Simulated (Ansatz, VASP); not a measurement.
**Two plane-wave programs on I**

The input INCAR:

```
  PREC = Accurate
  ENCUT = 520
  EDIFF = 1E-7
  ISMEAR = -1
  SIGMA = 0.05
  LREAL = F
  LASPH = T
  NELM = 100
  ALGO = Normal
  ISIF = 2
  LWAVE = F
  LCHARG = T
  GGA = PS
  LELF = T
  LVHAR = T
  NBANDS = 10
```

File KPOINTS:

```
Automatic mesh
0
Gamma
  9 9 9
```

Contents of POSCAR:

```
I
1.0
    0.0451600000      2.3495470000      3.8969690000
    2.2228140000      0.0462370000      3.8943150000
    2.2662770000      2.3854380000      0.0036060000
I
1
Direct
    0.0008870000      0.0058510000      0.0011680000
```

Contents of input.yaml:

```yaml
crystal:
  lattice:
    - [0.04516, 2.349547, 3.896969]
    - [2.222814, 0.046237, 3.894315]
    - [2.266277, 2.385438, 0.003606]
  atoms:
    - { symbol: I, position: [0.000887, 0.005851, 0.001168] }
hamiltonian:
  xc: pbesol
  pseudopotentials: { kind: paw }
kpoints:
  mp_grid: { grid: [9, 9, 9] }
scf:
  occupations: { method: fermi_dirac, width: 0.05 }
output:
  forces: true
  stress: true
  eigenvalues: true
```

Change from the starting cell: cell strained at random at fixed volume.

Alike in both runs: task single point; functional PBEsol; k mesh 9 × 9 × 9; occupations fermi-dirac, width 0.05 eV; no spin polarisation.

|  | VASP | Ansatz |
| --- | --- | --- |
| version | VASP 6.6.1 | Ansatz 0.2.0 |
| potentials or method | VASP PAW PBE potentials, release 64 (I) | Ansatz PAW |
| plane-wave cutoff (eV) | 520 | 420 |
| valence electrons in the cell | 7 | 17 |

VASP gave:

| Property | Result |
| --- | --- |
| gap on the k mesh at the Fermi level (eV) | none |
| pressure (GPa) | -1.4 |
| largest component of the traceless stress (GPa) | 1.44 |

Which values does Ansatz return?

gap on the k mesh at the Fermi level (eV): none; pressure (GPa): -1.4; largest component of the traceless stress (GPa): 1.41.

A gap of «none» marks a metal or a gap that the smearing closes. With one functional, cell and mesh, what is left measures potentials, basis and numerics. The two sets of potentials don't hold the same shells in valence.

Caveats: an odd number of electrons without spin polarisation forces a metal; a magnetic or distorted state may lie lower; the PAW data sets were made with another functional, which shifts forces and pressure a little (VASP); the PAW data sets come from PBE, with cores solved anew for the run's functional, which leaves a small shift of forces and pressure (Ansatz). The runs have no spin-orbit coupling, so splittings on I are missing.
